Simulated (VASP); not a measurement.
Crystal: Cu3Au (Auricupride).

```
Au Cu
1.0
     3.74000    0.00000    0.00000
     0.00000    3.74000    0.00000
     0.00000    0.00000    3.74000
Au Cu
1 3
Direct
  0.00000 0.00000 0.00000
  0.50000 0.50000 0.00000
  0.50000 0.00000 0.50000
  0.00000 0.50000 0.50000
```

| Quantity | Value |
| --- | --- |
| Program | VASP 6.6.1 |
| Task | relaxation of cell and atoms |
| Functional | PBE |
| Potentials or basis | VASP PAW PBE potentials, release 64 (Au, Cu_pv) |
| Cutoff | 600 eV |
| k mesh | 7 × 7 × 7 |
| Occupations | fermi-dirac, width 0.05 eV |
| Spin | no spin polarisation |

At the start: pressure 4.2 GPa; volume 13.08 Å³/atom.

Task: Where does the relaxation end?

Result: Over 8 steps the energy falls by 4.2 meV/atom and the volume is 13.40 Å³/atom (+2.5 %); space group Pm-3m (No. 221, to 0.05 Å).

Step by step:
| step | energy change (eV) | largest force (eV/Å) | pressure (GPa) | volume (Å³) |
| --- | --- | --- | --- | --- |
| 1 | 0.0000 | 0.0000 | 4.24 | 52.31 |
| 2 | -0.0025 | 0.0000 | -5.27 | 54.98 |
| 3 | -0.0169 | 0.0000 | -0.42 | 53.78 |
| 4 | -0.0170 | 0.0000 | -0.10 | 53.65 |
| 5 | -0.0170 | 0.0000 | 0.12 | 53.61 |
| 6 | -0.0170 | 0.0000 | 0.15 | 53.61 |
| 7 | -0.0170 | 0.0000 | 0.09 | 53.61 |
| 8 | -0.0170 | 0.0000 | 0.04 | 53.61 |

Final structure:
```
Au Cu
1.0
     3.77075    0.00000    0.00000
     0.00000    3.77075    0.00000
     0.00000    0.00000    3.77075
Au Cu
1 3
Direct
  0.00000 0.00000 0.00000
  0.50000 0.50000 0.00000
  0.50000 0.00000 0.50000
  0.00000 0.50000 0.50000
```
